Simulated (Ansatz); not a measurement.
**Moving the functional in GaP**

The cell as given:

```
Ga P
1.0
     0.00000    2.72525    2.72525
     2.72525    0.00000    2.72525
     2.72525    2.72525    0.00000
Ga P
1 1
Direct
  0.00000 0.00000 0.00000
  0.75000 0.75000 0.75000
```

Kept alike: task relaxation of cell and atoms; k mesh 8 × 8 × 8; occupations fermi-dirac, width 0.05 eV; no spin polarisation. Program: Ansatz, Ansatz PAW. Cutoffs run from 420 to 500 eV. The mesh is that of the run's cell of 2 atoms. No spin-orbit coupling.

| functional | band gap (eV) | volume (Å³/atom) |
| --- | --- | --- |
| BLYP | 1.043 | 21.919 |
| LDA | 1.431 | 19.588 |
| PBE | 1.583 | 20.854 |
| PBEsol | 1.500 | 20.106 |
| RPBE | 1.493 | 21.427 |
| r2SCAN | 1.894 | 20.240 |
| revPBE | 1.518 | 21.269 |

Stopped at the starting cell, within the stress tolerance: r2SCAN. Gaps hold for each row's own relaxed cell. The relaxations keep at least the cell's symmetry (F-43m). Relaxations stop with a little pressure left, so the last digits of a volume or edge aren't settled. A gap read on the mesh alone can miss an edge between its points. All rows use potentials made for PBE.

Problem. What does the functional change here?

Solution. The band gap runs from 1.043 (BLYP) to 1.894 eV (r2SCAN). From PBE: BLYP -0.540; LDA -0.152; PBEsol -0.083; RPBE -0.090; r2SCAN +0.311; revPBE -0.065. Measured: 2.34 eV at 10 K (arxiv:1810.01194); nearest r2SCAN, 0.446 eV off. Semilocal gaps fall short of quasiparticle gaps. The volume runs from 19.588 (LDA) to 21.919 Å³/atom (BLYP). From PBE: BLYP +1.065; LDA -1.266; PBEsol -0.748; RPBE +0.573; r2SCAN -0.614; revPBE +0.415. Measured: 20.24 Å³/atom (pmc:10995952, doi:10.1021/acs.cgd.3c01337); nearest r2SCAN, 0.00 Å³/atom off. The runs are for a static lattice.
